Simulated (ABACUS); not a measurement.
# InP (F-43m) in ABACUS: settings compared, part 2 of 2

ABACUS 3.10.1. The steps go on from the part before.

## 3. Band structure, M06-L

Contents of INPUT:

```
INPUT_PARAMETERS
suffix              InP
calculation         nscf
basis_type          pw
pseudo_dir          ./
symmetry            -1
dft_functional      MGGA_X_M06_L+MGGA_C_M06_L
ecutwfc             82.0
pseudo_rcut         10
nspin               1
nbands              19
ks_solver           dav
smearing_method     fd
smearing_sigma      0.00367493
scf_thr             1e-08
scf_nmax            100
mixing_type         broyden
mixing_beta         0.7
mixing_tau          1
init_chg            file
pw_diag_thr         1e-07
out_band            1
kpar                4
```

Contents of STRU:

```
ATOMIC_SPECIES
In 114.8180 In_ONCV_PBE-1.2.upf
P 30.9738 P_ONCV_PBE-1.2.upf

LATTICE_CONSTANT
1.8897261246

LATTICE_VECTORS
0.0000000000 2.9305000000 2.9305000000
2.9305000000 0.0000000000 2.9305000000
2.9305000000 2.9305000000 0.0000000000

ATOMIC_POSITIONS
Direct

In
0.0
1
0.0000000000 0.0000000000 0.0000000000 1 1 1

P
0.0
1
0.7500000000 0.7500000000 0.7500000000 1 1 1
```

Contents of KPT:

```
K_POINTS
12
Line
0.00000000 0.00000000 0.00000000 10 // G
0.50000000 0.00000000 0.50000000 10 // X
0.50000000 0.25000000 0.75000000 10 // W
0.37500000 0.37500000 0.75000000 10 // K
0.00000000 0.00000000 0.00000000 10 // G
0.50000000 0.50000000 0.50000000 10 // L
0.62500000 0.25000000 0.62500000 10 // U
0.50000000 0.25000000 0.75000000 10 // W
0.50000000 0.50000000 0.50000000 10 // L
0.37500000 0.37500000 0.75000000 1 // K
0.62500000 0.25000000 0.62500000 10 // U
0.50000000 0.00000000 0.50000000 1 // X
```

Potentials or basis: SG15 ONCV 1.2 PBE, plane waves.

Run with:

```console
$ OMP_NUM_THREADS=1 mpirun -np 4 abacus > log
```

running log:

```text
ABACUS v3.10.1

               Atomic-orbital Based Ab-initio Computation at UStc

 ------------------------------------------------------------------------------------

 READING GENERAL INFORMATION
                           global_out_dir = OUT.InP/
                           global_in_card = INPUT
                               pseudo_dir = ./
                              orbital_dir =
                                    DSIZE = 4
                                    GSIZE = 1

 READING UNITCELL INFORMATION
                                    ntype = 2
                  lattice constant (Bohr) = 1.88973
              lattice constant (Angstrom) = 1

 READING ATOM TYPE 1
                               atom label = In
                      L=0, number of zeta = 1
                      L=1, number of zeta = 1
                      L=2, number of zeta = 1
             number of atom for this type = 1

 READING ATOM TYPE 2
                               atom label = P
                      L=0, number of zeta = 1
                      L=1, number of zeta = 1
                      L=2, number of zeta = 1
             number of atom for this type = 1

                        TOTAL ATOM NUMBER = 2
DIRECT COORDINATES
[... 181 lines left out ...]
 Read in the kinetic energy density: OUT.InP//InP-TAU-DENSITY.restart

 PW ALGORITHM --------------- ION=   1  ELEC=   1--------------------------------
 k(1/102) Iter steps (avg)=15 threshold=1e-07
 k(2/102) Iter steps (avg)=15 threshold=1e-07
 k(3/102) Iter steps (avg)=14 threshold=1e-07
 k(4/102) Iter steps (avg)=15 threshold=1e-07
 k(5/102) Iter steps (avg)=15 threshold=1e-07
 k(6/102) Iter steps (avg)=15 threshold=1e-07
 k(7/102) Iter steps (avg)=21 threshold=1e-07
 k(8/102) Iter steps (avg)=23 threshold=1e-07
 k(9/102) Iter steps (avg)=20 threshold=1e-07
 k(10/102) Iter steps (avg)=18 threshold=1e-07
[... 6 lines left out ...]
 k(17/102) Iter steps (avg)=24 threshold=1e-07
 k(18/102) Iter steps (avg)=31 threshold=1e-07
 k(19/102) Iter steps (avg)=37 threshold=1e-07
 k(20/102) Iter steps (avg)=35 threshold=1e-07
 k(21/102) Iter steps (avg)=27 threshold=1e-07
 k(22/102) Iter steps (avg)=25 threshold=1e-07
 k(23/102) Iter steps (avg)=29 threshold=1e-07
 k(24/102) Iter steps (avg)=27 threshold=1e-07
 k(25/102) Iter steps (avg)=23 threshold=1e-07
 k(26/102) Iter steps (avg)=28 threshold=1e-07
[... levels at 26 k points of this process ...]

 Density error is 0.00000000000
                          Error Threshold = 1.00000000000e-07
----------------------------------------------------------
     Energy           Rydberg                 eV
----------------------------------------------------------
 E_KohnSham     -117.1843882607      -1594.3753969905
 E_KS(sigma->0) -117.1843875128      -1594.3753868148
 E_Harris       -117.1843882607      -1594.3753969905
 E_band         -3.1480290864        -42.8311330447
 E_one_elec     -40.8229847570       -555.4252020622
 E_Hartree      30.1074261773        409.6325481263
 E_xc           -16.7484239877       -227.8739987531
 E_Ewald        -89.7204041976       -1220.7087239502
 E_entropy(-TS) -0.0000014958        -0.0000203513
 E_descf        0.0000000000         0.0000000000
 E_exx          0.0000000000         0.0000000000
 E_Fermi        0.5906772537         8.0365763296
----------------------------------------------------------

 charge density convergence is achieved
 final etot is -1594.3753970 eV
 EFERMI = 8.0365763296 eV

 STATE ENERGY(eV) AND OCCUPATIONS    NSPIN == 1
 1/26 kpoint (Cartesian) = 0.0000 0.0000 0.0000 (4279 pws)
       1       -6.61767      0.0196078
       2       -6.61767      0.0196078
       3       -6.61767      0.0196078
       4       -6.45252      0.0196078
       5       -6.45252      0.0196078
       6       -4.29245      0.0196078
[... 104 lines left out ...]
       6       -3.34795      0.0196078
[... 11 lines left out ...]
      18        21.4606        0.00000
      19        21.4606        0.00000

[... levels at 20 further k points ...]

 --------------------------------------------
 !FINAL_ETOT_IS -1594.375396990452 eV
 --------------------------------------------

 Output bands in file: OUT.InP/BANDS_1.dat
```

stdout:

```text
ABACUS
v3.10.1

               Atomic-orbital Based Ab-initio Computation at UStc

 dft_functional readin is: MGGA_X_M06_L+MGGA_C_M06_L
[... 23 lines left out ...]
 ELEMENT NATOM       XC
 In      1
 P       1
 ---------------------------------------------------------
 Initial plane wave basis and FFT box
 ---------------------------------------------------------
 -------------------------------------------
 NONSELF-CONSISTENT :
 -------------------------------------------
 START CHARGE      : file
 ITER       ETOT/eV          EDIFF/eV         DRHO         DKIN     TIME/s
 DA1     -1.59437540e+03   0.00000000e+00   0.0000e+00   0.0000e+00  77.80
```

It took 79 s on 4 MPI ranks of Intel Xeon Platinum 8259CL at 2.50GHz (Skylake/Cascade Lake), shared host; peak memory 0.48 GiB.

Results:

* Band gap along the path: 0.82 eV, direct

Levels at the corners of the path, in eV from the Fermi level:
```
point  band 7  band 8  band 9  band 10  band 11  band 12
    Γ   -0.44   -0.44   -0.44     0.38     3.95     3.95
    X   -6.36   -2.81   -2.81     1.39     1.82     8.84
    W   -6.21   -3.47   -3.42     3.85     4.03     5.59
    K   -6.22   -3.83   -2.42     1.99     4.01     7.15
    Γ   -0.44   -0.44   -0.44     0.38     3.95     3.95
    L   -6.33   -1.44   -1.44     1.15     4.72     4.72
    U   -6.22   -3.83   -2.42     1.99     4.01     7.15
    W   -6.21   -3.47   -3.42     3.85     4.03     5.59
    L   -6.33   -1.44   -1.44     1.15     4.72     4.72
    K   -6.22   -3.83   -2.42     1.99     4.01     7.15
    U   -6.22   -3.83   -2.42     1.99     4.01     7.15
    X   -6.36   -2.81   -2.81     1.39     1.82     8.84
```

Caveat: the density is read from an earlier self-consistent run, whose mesh may be coarse; spin-orbit coupling is left out, which moves the levels of the heavy elements.

## 4. Band structure, OLYP

INPUT: that of step 3 with these lines changed.

```diff
@@ -6,4 +6,4 @@
 symmetry            -1
-dft_functional      MGGA_X_M06_L+MGGA_C_M06_L
-ecutwfc             82.0
+dft_functional      GGA_X_OPTX+GGA_C_LYP
+ecutwfc             71.0
 pseudo_rcut         10
@@ -18,3 +18,2 @@
 mixing_beta         0.7
-mixing_tau          1
 init_chg            file
```

STRU: that of step 3 with these lines changed.

```diff
@@ -1,4 +1,4 @@
 ATOMIC_SPECIES
-In 114.8180 In_ONCV_PBE-1.2.upf
-P 30.9738 P_ONCV_PBE-1.2.upf
+In 114.8180 In.upf
+P 30.9738 P.upf
```

KPT is that of step 3.

Potentials or basis: PseudoDojo NC SR 0.5 PBE standard, plane waves.

Run with:

```console
$ OMP_NUM_THREADS=1 mpirun -np 4 abacus > log
```

Run time: 10 s. Hardware: 4 MPI ranks of Intel Xeon Platinum 8488C (Sapphire Rapids), shared host; peak memory 0.44 GiB.

The run converged. Its results:

- Band gap along the path: 1.01 eV, direct

Levels at the corners of the path, in eV from the Fermi level:
| point | band 5 | band 6 | band 7 | band 8 | band 9 | band 10 | band 11 | band 12 | band 13 | band 14 |
| --- | --- | --- | --- | --- | --- | --- | --- | --- | --- | --- |
| Γ | -14.88 | -11.95 | -0.53 | -0.53 | -0.53 | 0.48 | 3.72 | 3.72 | 3.72 | 8.84 |
| X | -14.85 | -9.66 | -6.14 | -2.77 | -2.77 | 1.65 | 2.02 | 9.13 | 9.20 | 9.20 |
| W | -14.87 | -9.60 | -6.00 | -3.35 | -3.29 | 3.94 | 4.09 | 5.29 | 6.08 | 9.91 |
| K | -14.86 | -9.68 | -6.01 | -3.67 | -2.40 | 2.16 | 4.08 | 7.13 | 7.38 | 8.03 |
| Γ | -14.88 | -11.95 | -0.53 | -0.53 | -0.53 | 0.48 | 3.72 | 3.72 | 3.72 | 8.84 |
| L | -14.87 | -10.30 | -6.09 | -1.47 | -1.47 | 1.24 | 4.46 | 4.46 | 7.15 | 9.57 |
| U | -14.86 | -9.68 | -6.01 | -3.67 | -2.40 | 2.16 | 4.08 | 7.13 | 7.38 | 8.03 |
| W | -14.87 | -9.60 | -6.00 | -3.35 | -3.29 | 3.94 | 4.09 | 5.29 | 6.08 | 9.91 |
| L | -14.87 | -10.30 | -6.09 | -1.47 | -1.47 | 1.24 | 4.46 | 4.46 | 7.15 | 9.57 |
| K | -14.86 | -9.68 | -6.01 | -3.67 | -2.40 | 2.16 | 4.08 | 7.13 | 7.38 | 8.03 |
| U | -14.86 | -9.68 | -6.01 | -3.67 | -2.40 | 2.16 | 4.08 | 7.13 | 7.38 | 8.03 |
| X | -14.85 | -9.66 | -6.14 | -2.77 | -2.77 | 1.65 | 2.02 | 9.13 | 9.20 | 9.20 |

Caveat: the density is read from an earlier self-consistent run, whose mesh may be coarse; spin-orbit coupling is left out, which moves the levels of the heavy elements.

## 5. How close it comes

Step 2. A measured gap of InP is 1.4236 eV (direct; 1.6 K; a printed reference work, data compilation); the calculated 0.68 eV misses it by -0.74 eV. Spin-orbit coupling on In is left out. The value is that of B86bPBE, without temperature or zero-point motion.

Step 3. A measured gap of InP is 1.4236 eV (direct; 1.6 K; a printed reference work, data compilation); the calculated 0.82 eV misses it by -0.60 eV. Spin-orbit coupling on In is left out. The value is that of M06-L, without temperature or zero-point motion.

Step 4. Measured gap of InP: 1.4236 eV (direct; 1.6 K; a printed reference work, data compilation). This calculation gives 1.01 eV (-0.41 eV). Spin-orbit coupling on In is left out. The value is that of OLYP, without temperature or zero-point motion.
